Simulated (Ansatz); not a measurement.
AlN: band structure with PBE

AlN:

```
Al N
1.0
     0.00000    2.18399    2.18399
     2.18399    0.00000    2.18399
     2.18399    2.18399    0.00000
Al N
1 1
Direct
  0.00000 0.00000 0.00000
  0.25000 0.25000 0.25000
```

Measurements of this composition are mostly on another form, of space group No. 186.

```
Program                             : Ansatz 0.2.0
Task                                : band structure
Functional                          : PBE
Potentials or basis                 : Ansatz PAW
Cutoff                              : 420 eV (not typed: the program's choice for these potentials)
k mesh                              : 10 × 10 × 10
Occupations                         : fermi-dirac, width 0.05 eV
Spin                                : no spin polarisation
Path                                : [["G", "X", "W", "K", "G", "L", "U", "W", "L", "K"], ["U", "X"]]
Points for each segment of the path : 14
```

| Item | Value |
| --- | --- |
| Pressure | 4.9 GPa |
| Band gap on the k mesh | 3.33 eV, indirect (least direct gap 4.19 eV) |
| Band gap along the path | 3.33 eV, indirect (least direct gap 4.19 eV) |

Levels at the corners of the path, in eV from the valence-band top:
| point | band 1 | band 2 | band 3 | band 4 | band 5 | band 6 | band 7 | band 8 | band 9 |
| --- | --- | --- | --- | --- | --- | --- | --- | --- | --- |
| Γ | -14.97 | 0.00 | 0.00 | 0.00 | 4.19 | 12.58 | 12.58 | 12.58 | 17.60 |
| X | -12.29 | -4.89 | -1.77 | -1.77 | 3.33 | 8.62 | 13.95 | 15.72 | 15.72 |
| W | -12.23 | -3.77 | -3.43 | -2.68 | 6.04 | 11.42 | 11.98 | 12.18 | 17.23 |
| K | -12.31 | -4.25 | -3.62 | -1.37 | 5.17 | 10.11 | 13.08 | 14.16 | 15.22 |
| Γ | -14.97 | 0.00 | 0.00 | 0.00 | 4.19 | 12.58 | 12.58 | 12.58 | 17.60 |
| L | -12.92 | -5.84 | -0.48 | -0.48 | 7.38 | 9.86 | 11.15 | 11.15 | 17.98 |
| U | -12.31 | -4.25 | -3.62 | -1.37 | 5.17 | 10.11 | 13.08 | 14.16 | 15.22 |
| W | -12.23 | -3.77 | -3.43 | -2.68 | 6.04 | 11.42 | 11.98 | 12.18 | 17.23 |
| L | -12.92 | -5.84 | -0.48 | -0.48 | 7.38 | 9.86 | 11.15 | 11.15 | 17.98 |
| K | -12.31 | -4.25 | -3.62 | -1.37 | 5.17 | 10.11 | 13.08 | 14.16 | 15.22 |
| U | -12.31 | -4.25 | -3.62 | -1.37 | 5.17 | 10.11 | 13.08 | 14.16 | 15.22 |
| X | -12.29 | -4.89 | -1.77 | -1.77 | 3.33 | 8.62 | 13.95 | 15.72 | 15.72 |

It took 1.4 s on 2 threads of Arm Neoverse V2, with other jobs on the host, peak memory 0.26 GiB.

Caveat: the pressure holds a Pulay correction of +0.5 GPa for the finite cutoff.
